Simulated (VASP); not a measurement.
# AlP (F-43m) in VASP: further runs

Aim: see how the results for AlP move with the level of theory and the settings. Levels: PBE+D3(BJ), PBE, RPBE. Tasks: single point, relaxation of cell and atoms.

Program: VASP 6.6.1. These are calculated values, not measurements. Logs are shortened: lines on timing, memory, paths and dates and some standing lists are left out, and cuts for length are marked.

**The experiment to reproduce.**

From a printed reference work, data compilation, for a bulk crystal of AlP at 4.2 K: band gap 2.505 eV (indirect).

The results are compared with them further down.

**1. The cell of the first run**

The structure is cubic, space group F-43m (No. 216). The conventional cell has a = 5.452 Å, b = 5.452 Å, c = 5.452 Å, α = 90.00°, β = 90.00°, γ = 90.00°. Within 3.1 Å of Al (site symmetry -43m) lie 4 P at 2.36 Å. Within 3.1 Å of P (site symmetry -43m) lie 4 Al at 2.36 Å.

**2. Single point, PBE+D3(BJ)**

File INCAR:

```
ALGO     = Normal         # electronic algorithm
EDIFF    = 1E-6           # SCF threshold, eV
ENCUT    = 500            # plane-wave cutoff, eV
GGA      = PE             # functional
GGA_COMPAT= False        
ISIF     = 2              # what is computed and relaxed
ISMEAR   = 0              # smearing method
IVDW     = 12             # dispersion correction
LASPH    = True           # aspherical terms in the spheres
LCHARG   = True           # write CHGCAR
LELF     = True           # ELF
LREAL    = False          # projectors in reciprocal space
LVHAR    = True         
LWAVE    = False          # write WAVECAR
NBANDS   = 11             # bands
NELM     = 120            # most SCF steps
PREC     = Accurate       # precision mode
SIGMA    = 0.01           # smearing width, eV
```

File KPOINTS:

```
k-points
0
Gamma
  8 8 8
```

File POSCAR:

```
AlP
1.0
    0.0000000000      2.7259876185      2.7259876185
    2.7259876185      0.0000000000      2.7259876185
    2.7259876185      2.7259876185      0.0000000000
Al P
1 1
Direct
    0.0000000000      0.0000000000      0.0000000000
    0.2500000000      0.2500000000      0.2500000000
```

Potentials or basis: VASP PAW PBE potentials, release 64 (Al, P).

Run with:

```console
cat potpaw_PBE.64/Al/POTCAR potpaw_PBE.64/P/POTCAR > POTCAR
mpirun -np 1 vasp_std > vasp.out
```

OUTCAR:

```text
EDIFF = 1E-6
   ENCUT = 500
   GGA = PE
   ISIF = 2
   ISMEAR = 0
   IVDW = 12
   LASPH = True
   LREAL = False
   NELM = 120
   PREC = Accurate
 IVDW          = 12

 ion  position               nearest neighbor table
   1  0.000  0.000  0.000-   2 2.36   2 2.36   2 2.36   2 2.36
   2  0.250  0.250  0.250-   1 2.36   1 2.36   1 2.36   1 2.36

  LATTYP: Found a face centered cubic cell.
 ALAT       =     5.4519752370

  Lattice vectors:

 A1 = (   0.0000000000,   2.7259876185,   2.7259876185)
 A2 = (   2.7259876185,   0.0000000000,   2.7259876185)
 A3 = (   2.7259876185,   2.7259876185,   0.0000000000)

Analysis of symmetry for initial positions (statically):
=====================================================================
 Subroutine PRICEL returns:
 Original cell was already a primitive cell.

 Routine SETGRP: Setting up the symmetry group for a
 face centered cubic supercell.

 Subroutine GETGRP returns: Found 24 space group operations
 (whereof 24 operations were pure point group operations)
 out of a pool of 48 trial point group operations.

The static configuration has the point symmetry T_d .

Analysis of symmetry for dynamics (positions and initial velocities):
=====================================================================
 Subroutine PRICEL returns:
 Original cell was already a primitive cell.

 Routine SETGRP: Setting up the symmetry group for a
 face centered cubic supercell.

 Subroutine GETGRP returns: Found 24 space group operations
 (whereof 24 operations were pure point group operations)
 out of a pool of 48 trial point group operations.

The dynamic configuration has the point symmetry T_d .

 Subroutine INISYM returns: Found 24 space group operations
 (whereof 24 operations are pure point group operations),
 and found     1 'primitive' translations

----------------------------------------------------------------------------------------

                                     Primitive cell

  volume of cell :      40.5137

  direct lattice vectors                    reciprocal lattice vectors
     0.000000000  2.725987619  2.725987619    -0.183419762  0.183419762  0.183419762
     2.725987619  0.000000000  2.725987619     0.183419762 -0.183419762  0.183419762
     2.725987619  2.725987619  0.000000000     0.183419762  0.183419762 -0.183419762

  length of vectors
     3.855128661  3.855128661  3.855128661     0.317692347  0.317692347  0.317692347

  position of ions in fractional coordinates (direct lattice)
     0.000000000  0.000000000  0.000000000
[... 86 lines left out ...]
   POTIM  = 0.5000    time-step for ionic-motion
   TEBEG  =    0.0;   TEEND  =   0.0 temperature during run
   PSTRESS=    0.0 pullay stress
   NELECT =       8.0000    total number of electrons
   NUPDOWN=      -1.0000    fix difference up-down
   EMIN   =  10.00;   EMAX   =-10.00  energy-range for DOS
   EFERMI =   0.00;   METHOD = LEGACY
   ISMEAR =     0;   SIGMA  =   0.01  broadening in eV -4-tet -1-fermi 0-gaus
   EFERMI_NEDOS =   21; number of points for ismear=-14 and -15
   IALGO  =     38    algorithm
   IMIX   =      4    mixing-type and parameters
     AMIX     =   0.40;   BMIX     =  1.00
     AMIX_MAG =   1.60;   BMIX_MAG =  1.00
  volume/ion in A,a.u.               =      20.26       136.70
  Fermi-wavevector in a.u.,A,eV,Ry     =   0.953318  1.801509 12.365171  0.908814
  Thomas-Fermi vector in A             =   2.081962
   LORBIT       =      0    0 simple, 1 ext, 2 COOP (PROOUT), +10 PAW based schemes
   GGA     = PE    functional components
   LHFCALC =     F    Hartree Fock is set to
   AEXX    =    0.0000 exact exchange contribution
   IVDW    =    12    specifies the selected vdW correction
   LEPSILON=     F    determine dielectric tensor
   LRPA    =     F    only Hartree local field effects (RPA)
 non-spin polarized calculation
 Gauss-broadening in eV      SIGMA  =   0.01
  energy-cutoff  :      500.00
  volume of cell :       40.51
 maximum number of plane-waves:      1056
   NGX = 13   NGY = 13   NGZ = 13

 number of electron       8.0000000 magnetization

 Free energy of the ion-electron system (eV)
  ---------------------------------------------------
  ext. energy  EPLUGINS =         0.00000000
  ---------------------------------------------------
  free energy    TOTEN  =       -10.36712662 eV

  energy without entropy =      -10.36712662  energy(sigma->0) =      -10.36712662

 E-fermi :   4.7004     XC(G=0):  -9.2260

 val. band max:        4.6209806059   @ k =   0.0000   0.0000   0.0000
 cond. band min:       6.1914982429   @ k =   0.5000   0.5000   0.0000
 fundamental gap:      1.5705176370
 Fermi energy:         4.7003504677

 k-point     1 :       0.0000    0.0000    0.0000
  band No.  band energies     occupation
      1      -6.9098      2.00000
      2       4.6210      2.00000
      3       4.6210      2.00000
      4       4.6210      2.00000
      5       7.9647      0.00000
      6       9.1887      0.00000
      7       9.1887      0.00000
      8       9.1887      0.00000
      9      13.4608      0.00000
     10      13.4608      0.00000
     11      14.9430      0.00000
[... 309 lines left out ...]
 k-point    24 :      -0.3750    0.2500    0.1250
  band No.  band energies     occupation
      1      -4.9046      2.00000
      2      -0.5642      2.00000
      3       2.0168      2.00000
      4       3.1304      2.00000
      5       8.5777      0.00000
      6       9.1647      0.00000
      7      11.5296      0.00000
      8      12.3457      0.00000
      9      13.6462      0.00000
     10      16.1118      0.00000
     11      17.3944      0.00000

 [... further k-points ...]

------------------------ aborting loop because EDIFF is reached ----------------------------------------

 Edisp (eV)   -0.61910

 E8    (eV) :    -0.2563

  FORCE on cell =-STRESS in cart. coord.  units (eV):
  Direction    XX          YY          ZZ          XY          YZ          ZX
  --------------------------------------------------------------------------------------
  -------------------------------------------------------------------------------------
  Total      -0.02129    -0.02129    -0.02129     0.00000     0.00000     0.00000
  in kB      -0.84186    -0.84186    -0.84186     0.00000     0.00000     0.00000
  external pressure =       -0.84 kB  Pullay stress =        0.00 kB

 VOLUME and BASIS-vectors are now :
 -----------------------------------------------------------------------------
  energy-cutoff  :      500.00
  volume of cell :       40.51
      direct lattice vectors                 reciprocal lattice vectors
     0.000000000  2.725987619  2.725987619    -0.183419762  0.183419762  0.183419762
     2.725987619  0.000000000  2.725987619     0.183419762 -0.183419762  0.183419762
     2.725987619  2.725987619  0.000000000     0.183419762  0.183419762 -0.183419762

 POSITION                                       TOTAL-FORCE (eV/Angst)
 -----------------------------------------------------------------------------------
      0.00000      0.00000      0.00000        -0.000000     -0.000000     -0.000000
      1.36299      1.36299      1.36299         0.000000      0.000000      0.000000
 -----------------------------------------------------------------------------------
    total drift:                               -0.000000     -0.000000     -0.000000

  FREE ENERGIE OF THE ION-ELECTRON SYSTEM (eV)
  ---------------------------------------------------
  free  energy   TOTEN  =       -10.9862297460 eV

  energy  without entropy=      -10.9862297460  energy(sigma->0) =      -10.98622975
```

OSZICAR:

```text
N       E                     dE             d eps       ncg     rms          rms(c)
DAV:   1     0.129903688185E+02    0.12990E+02   -0.31362E+03   638   0.544E+02
DAV:   2    -0.974997043411E+01   -0.22740E+02   -0.21567E+02   838   0.912E+01
DAV:   3    -0.107110154031E+02   -0.96104E+00   -0.95839E+00   819   0.183E+01
DAV:   4    -0.107189826726E+02   -0.79673E-02   -0.79665E-02   772   0.197E+00
DAV:   5    -0.107191315003E+02   -0.14883E-03   -0.14883E-03   799   0.251E-01    0.454E+00
DAV:   6    -0.104103391165E+02    0.30879E+00   -0.61143E-01   719   0.291E+00    0.289E+00
DAV:   7    -0.103666383347E+02    0.43701E-01   -0.22109E-01   772   0.191E+00    0.145E+00
DAV:   8    -0.103670566520E+02   -0.41832E-03   -0.15326E-02   749   0.605E-01    0.233E-01
DAV:   9    -0.103669679305E+02    0.88721E-04   -0.73302E-04   765   0.149E-01    0.922E-02
DAV:  10    -0.103671205195E+02   -0.15259E-03   -0.21989E-04   725   0.784E-02    0.103E-02
DAV:  11    -0.103671258704E+02   -0.53509E-05   -0.23359E-05   796   0.225E-02    0.932E-03
DAV:  12    -0.103671266160E+02   -0.74564E-06   -0.16990E-06   737   0.713E-03
   1 F= -.10986230E+02 E0= -.10986230E+02  d E =-.144687E-31
```

stdout:

```text
POSCAR found type information on POSCAR AlP
 POSCAR found :  2 types and       2 ions
 scaLAPACK will be used
 LDA part: xc-table for (Slater+PW92), standard interpolation
 POSCAR, INCAR and KPOINTS ok, starting setup
 FFT: planning ... GRIDC
 FFT: planning ... GRID_SOFT
 FFT: planning ... GRID
 WAVECAR not read
 entering main loop
```

Run time: 10 s. Hardware: 1 thread of Intel Xeon 6975P-C, shared host; peak memory 0.16 GiB.

What came out:

```
Free energy                : -10.9862 eV
Pressure                   : -0.1 GPa
Band gap on the k mesh     : 1.57 eV, indirect (least direct gap 3.34 eV)
Dispersion energy per atom : -0.310 eV
```

Levels at points of the mesh, in eV from the valence-band top:
```tsv
k point	band 1	band 2	band 3	band 4	band 5	band 6	band 7	band 8
(0.00, 0.00, 0.00)	-11.53	0.00	0.00	0.00	3.34	4.57	4.57	4.57
(0.50, 0.00, 0.00)	-9.84	-5.55	-0.77	-0.77	2.83	4.82	4.82	8.29
(0.50, 0.50, 0.00)	-9.17	-5.32	-2.11	-2.11	1.57	2.47	11.11	11.11
```

**3. Single point, PBE**

This run uses another cell than the first one, of 20.87 Å³/atom, 1.030 times its volume.

File INCAR:

```
  PREC = Accurate
  ENCUT = 500
  EDIFF = 1E-6
  ISMEAR = 0
  SIGMA = 0.01
  LREAL = F
  LASPH = T
  NELM = 120
  ALGO = Normal
  ISIF = 2
  LWAVE = F
  LCHARG = T
  GGA = PE
  LELF = T
  LVHAR = T
  NBANDS = 11
  GGA_COMPAT = F
```

File KPOINTS:

```
Automatic mesh
0
Gamma
  8 8 8
```

File POSCAR:

```
AlP
1.0
    0.0000000000      2.7534015364      2.7534015364
    2.7534015364      0.0000000000      2.7534015364
    2.7534015364      2.7534015364      0.0000000000
Al P
1 1
Direct
    0.0000000000      0.0000000000      0.0000000000
    0.2500000000      0.2500000000      0.2500000000
```

Potentials or basis: VASP PAW PBE potentials, release 64 (Al, P).

Run with:

```console
cat potpaw_PBE.64/Al/POTCAR potpaw_PBE.64/P/POTCAR > POTCAR
mpirun -np 1 vasp_std > vasp.out
```

Wall time 10 s (1 thread of Intel Xeon 6975P-C, shared host); peak memory 0.15 GiB.

Results (log left out):

| Quantity | Value |
| --- | --- |
| Free energy | -10.3768 eV |
| Pressure | 0.0 GPa |
| Band gap on the k mesh | 1.63 eV, indirect (least direct gap 3.09 eV) |

Levels at points of the mesh, in eV from the valence-band top:
| k point | band 2 | band 3 | band 4 | band 5 | band 6 | band 7 |
| --- | --- | --- | --- | --- | --- | --- |
| (0.00, 0.00, 0.00) | 0.00 | 0.00 | 0.00 | 3.09 | 4.53 | 4.53 |
| (0.50, 0.00, 0.00) | -5.41 | -0.75 | -0.75 | 2.72 | 4.81 | 4.81 |
| (0.50, 0.50, 0.00) | -5.22 | -2.05 | -2.05 | 1.63 | 2.47 | 10.85 |

**4. Single point, RPBE**

This run uses another cell than the first one, of 21.29 Å³/atom, 1.051 times its volume.

File INCAR:

```
PREC     = Accurate       # precision mode
ENCUT    = 500            # plane-wave cutoff, eV
EDIFF    = 1E-6           # SCF threshold, eV
ISMEAR   = 0              # smearing method
SIGMA    = 0.01           # smearing width, eV
LREAL    = F              # projectors in reciprocal space
LASPH    = T              # aspherical terms in the spheres
NELM     = 120            # most SCF steps
ALGO     = Normal         # electronic algorithm
ISIF     = 2              # what is computed and relaxed
LWAVE    = F              # write WAVECAR
LCHARG   = T              # write CHGCAR
GGA      = RP             # functional
LELF     = T              # ELF
LVHAR    = T            
NBANDS   = 11             # bands
GGA_COMPAT= F
```

KPOINTS is that of step 3.

File POSCAR:

```
AlP
1.0
    0.0000000000      2.7715578512      2.7715578512
    2.7715578512      0.0000000000      2.7715578512
    2.7715578512      2.7715578512      0.0000000000
Al P
1 1
Direct
    0.0000000000      0.0000000000      0.0000000000
    0.2500000000      0.2500000000      0.2500000000
```

Run with:

```console
cat potpaw_PBE.64/Al/POTCAR potpaw_PBE.64/P/POTCAR > POTCAR
mpirun -np 1 vasp_std > vasp.out
```

It took 15 s on 1 thread of Intel Xeon 6975P-C, shared host; peak memory 0.16 GiB.

It converged, with:

| Quantity | Value |
| --- | --- |
| Free energy | -9.8348 eV |
| Pressure | -0.2 GPa |
| Band gap on the k mesh | 1.75 eV, indirect (least direct gap 3.06 eV) |

Levels at points of the mesh, in eV from the valence-band top:
| k point | band 1 | band 2 | band 3 | band 4 | band 5 | band 6 | band 7 | band 8 | band 9 |
| --- | --- | --- | --- | --- | --- | --- | --- | --- | --- |
| (0.00, 0.00, 0.00) | -11.23 | 0.00 | 0.00 | 0.00 | 3.06 | 4.53 | 4.53 | 4.53 | 8.75 |
| (0.50, 0.00, 0.00) | -9.66 | -5.29 | -0.73 | -0.73 | 2.75 | 4.84 | 4.84 | 8.29 | 11.36 |
| (0.50, 0.50, 0.00) | -9.05 | -5.12 | -2.00 | -2.00 | 1.75 | 2.56 | 10.77 | 10.77 | 11.72 |

Caveat: the PAW data sets were made with another functional, which shifts forces and pressure a little.

**5. Relaxation of cell and atoms, PBE+D3(BJ)**

File INCAR:

```
SYSTEM = AlP
PREC = Accurate ; ENCUT = 500
EDIFF = 1E-7 ; ISMEAR = 0
SIGMA = 0.01 ; LREAL = .FALSE.
LASPH = .TRUE. ; NELM = 120
ALGO = Normal ; ISIF = 3
LWAVE = .FALSE. ; LCHARG = .FALSE.
GGA = PE ; IVDW = 12
IBRION = 2 ; NSW = 60
EDIFFG = -0.01 ; GGA_COMPAT = .FALSE.
NELMIN = 4
```

File KPOINTS:

```
Automatic mesh
0
G
  8 8 8
  0 0 0
```

File POSCAR:

```
AlP
1.0
    0.0000000000      2.7255000000      2.7255000000
    2.7255000000      0.0000000000      2.7255000000
    2.7255000000      2.7255000000      0.0000000000
Al P
1 1
Direct
    0.0000000000      0.0000000000      0.0000000000
    0.2500000000      0.2500000000      0.2500000000
```

Run with:

```console
cat potpaw_PBE.64/Al/POTCAR potpaw_PBE.64/P/POTCAR > POTCAR
mpirun -np 1 vasp_std > vasp.out
```

Wall time 10 s (1 thread of Intel Xeon 6975P-C, shared host); peak memory 0.16 GiB.

It converged, with:

- Free energy: -10.9862 eV
- Pressure after relaxing: 0.0 GPa
- Band gap on the k mesh: 1.57 eV, indirect (least direct gap 3.35 eV)
- Dispersion energy per atom: -0.310 eV

Final structure:
```
Al P
1.0
     0.00000    2.72550    2.72550
     2.72550    0.00000    2.72550
     2.72550    2.72550    0.00000
Al P
1 1
Direct
  0.00000 0.00000 0.00000
  0.25000 0.25000 0.25000
```

Levels at points of the mesh, in eV from the valence-band top:
```csv
k point,band 1,band 2,band 3,band 4,band 5,band 6,band 7,band 8
"(0.00, 0.00, 0.00)",-11.53,0.00,0.00,0.00,3.35,4.57,4.57,4.57
"(0.50, 0.00, 0.00)",-9.84,-5.55,-0.77,-0.77,2.83,4.82,4.82,8.29
"(0.50, 0.50, 0.00)",-9.17,-5.32,-2.11,-2.11,1.57,2.47,11.12,11.12
```

Caveat: the relaxation stopped at its first step, so nothing moved. PBE gaps usually lie below the measured ones, often by a third to a half.

(Part 1 of 2 ends here.)
